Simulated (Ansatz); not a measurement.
The same path of a periodic cell of 17 atoms, Si (host Si, host structure diamond, interstitial Si) was run twice with different band settings. Lost on the way: Si6–Si17. Made: Si15–Si17.

All numbers below come from Ansatz 0.2.0, DFT PBEsol, scalar-relativistic, plane waves, PAW. Settings: cutoff 420 eV, k mesh 2x2x2, fermi-dirac smearing 0.05 eV, no spin polarisation.

Relaxed end points:

```xyz
17
Lattice="0.0000 5.4300 5.4300 5.4300 0.0000 5.4300 5.4300 5.4300 0.0000" Properties=species:S:1:pos:R:3
Si 0.005 0.006 0.003
Si 1.339 1.340 1.338
Si 2.718 2.719 -0.033
Si 4.100 4.101 1.333
Si 2.718 -0.032 2.716
Si 4.099 1.335 4.097
Si 5.466 2.717 2.714
Si 6.784 4.079 4.078
Si -0.032 2.718 2.716
Si 1.335 4.100 4.097
Si 2.717 5.466 2.714
Si 4.079 6.785 4.078
Si 2.716 2.717 5.463
Si 4.079 4.079 6.783
Si 5.431 5.431 5.430
Si 6.783 6.783 6.781
Si 2.720 2.721 2.718
```

```xyz
17
Lattice="0.0000 5.4300 5.4300 5.4300 0.0000 5.4300 5.4300 5.4300 0.0000" Properties=species:S:1:pos:R:3
Si -0.008 0.009 0.001
Si 1.357 1.327 1.362
Si 2.737 2.694 -0.020
Si 4.103 4.074 1.361
Si 2.720 0.006 2.723
Si 4.073 1.358 4.074
Si 5.425 2.711 2.724
Si 6.787 4.074 4.042
Si -0.023 2.693 2.746
Si 1.357 4.073 4.115
Si 2.738 5.454 2.746
Si 4.071 6.789 4.078
Si 2.723 2.708 5.430
Si 4.041 4.073 6.791
Si 5.407 5.454 5.409
Si 6.788 6.820 6.791
Si 1.357 4.074 1.365
```

Common settings: climbing image yes; force threshold 0.05 eV/Å; end points relaxed.

| run | movable images | spring | optimiser | start path | iteration limit |
| --- | --- | --- | --- | --- | --- |
| 1 | 5 | 2.0 to 10.0 eV/Å², energy-weighted | quadratic models (default) | IDPP | 22 |
| 2 | 3 | 50.0 eV/Å² | fire | default | 50 |

(1) What does each run give, and how far can it be trusted?

## Answers

(1) Run 1: converged after 6 iterations, highest image 0.305 eV above the first end. The order of the stationary point at the top wasn't checked.
Run 2: converged after 27 iterations, highest image 0.306 eV above the first end. The order of the stationary point at the top wasn't checked.
Limits of this set-up: coarse k mesh.
